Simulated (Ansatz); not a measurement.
## Hf₂S: zone-centre modes at 8 GPa

These are results of DFT PBEsol, scalar-relativistic, plane waves, PAW in Ansatz 0.2.0, not measurements. Cutoff 420 eV, 12×12×4 k-points (Γ-centred), Fermi-Dirac smearing of 0.15 eV. No spin polarisation. Phonons by linear response, acoustic sum rule imposed.

The cell, relaxed at 8 GPa:
```
Hf S
1.0
     3.27305    0.00000    0.00000
    -1.63652    2.83454    0.00000
     0.00000    0.00000   11.58046
Hf S
4 2
Direct
  0.66667 0.33333 0.89903
  0.33333 0.66667 0.39903
  0.66667 0.33333 0.60097
  0.33333 0.66667 0.10097
  0.00000 0.00000 0.75000
  0.00000 0.00000 0.25000
```

In a metal, frequencies and elastic constants depend on the k mesh and the smearing, soft modes and shear constants most. Spin–orbit coupling is left out, which matters for heavy elements. Other phases may be more stable at this pressure. A semilocal functional can close a gap that the real compound has.

Optical modes at Γ; i marks an imaginary frequency:
```
frequency (THz) degeneracy
           2.25           2
           2.65           2
           3.52           2
           3.72           1
           4.23           1
           4.90           1
           8.53           2
           8.71           2
          10.53           1
          10.56           1
```

All 15 optical modes at Γ are real: no displacement of atoms at fixed cell lowers the energy to second order. Strains and modes at other wave vectors aren't tested by this run.

Whether Hf2S exists in this form wasn't checked.

Cost: 1 run of about 13 core-minutes, on Intel Xeon Platinum 8259CL (Skylake/Cascade Lake) (shared hosts).